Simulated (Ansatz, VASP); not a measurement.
# Ba in VASP and in Ansatz

Contents of INCAR:

```
SYSTEM = Ba
PREC = Accurate ; ENCUT = 520
EDIFF = 1E-7 ; ISMEAR = -1
SIGMA = 0.1 ; LREAL = .FALSE.
LASPH = .TRUE. ; NELM = 100
ALGO = Normal ; ISIF = 2
LWAVE = .FALSE. ; LCHARG = .TRUE.
GGA = PS ; LELF = .TRUE.
LVHAR = .TRUE. ; NBANDS = 11
```

Contents of KPOINTS:

```
regular mesh
0
G
  10 10 10
  0 0 0
```

POSCAR

```
Ba
1.0
    0.0000000000      3.0811059987      3.0811059987
    3.0811059987      0.0000000000      3.0811059987
    3.0811059987      3.0811059987      0.0000000000
Ba
1
Direct
    0.0000000000      0.0000000000      0.0000000000
```

Input for Ansatz:

```yaml
crystal:
  lattice:
    - [0.0, 3.0811059987, 3.0811059987]
    - [3.0811059987, 0.0, 3.0811059987]
    - [3.0811059987, 3.0811059987, 0.0]
  atoms:
    - { symbol: Ba, position: [0.0, 0.0, 0.0] }
hamiltonian:
  xc: pbesol
  pseudopotentials:
    kind: paw
    azcp:
      Ba: "pseudopotentials/Ba.paw.azcp"
basis:
  ecutwfc: 420
  fft_grid_basis: typed
kpoints:
  mp_grid: { grid: [10, 10, 10], shift: [0, 0, 0] }
magnetization:
  spin_polarized: false
scf:
  occupations: { method: fermi_dirac, width: 0.1 }
  lower_state_search: "off"
output:
  stress: true
  write_density: true
  write_potential: true
  elf: true
  volumetric_format: npy
```

Alike in both runs: task single point; functional PBEsol; k mesh 10 × 10 × 10; occupations fermi-dirac, width 0.1 eV; no spin polarisation.

|  | VASP | Ansatz |
| --- | --- | --- |
| version | VASP 6.6.1 | Ansatz 0.2.0 |
| potentials or method | VASP PAW PBE potentials, release 64 (Ba_sv) | plane waves (420 eV) with PAW, scalar-relativistic |
| plane-wave cutoff (eV) | 520 | 420 |
| valence electrons in the cell | 10 | 10 |

```csv
,VASP,Ansatz,Ansatz less VASP
pressure (GPa),0.1,0.0,-0.08
```

Ansatz warned: «pseudo_functional_mismatch».

Caveats: the PAW data sets were made with another functional, which shifts forces and pressure a little (VASP). The runs have no spin-orbit coupling, so splittings on Ba are missing.
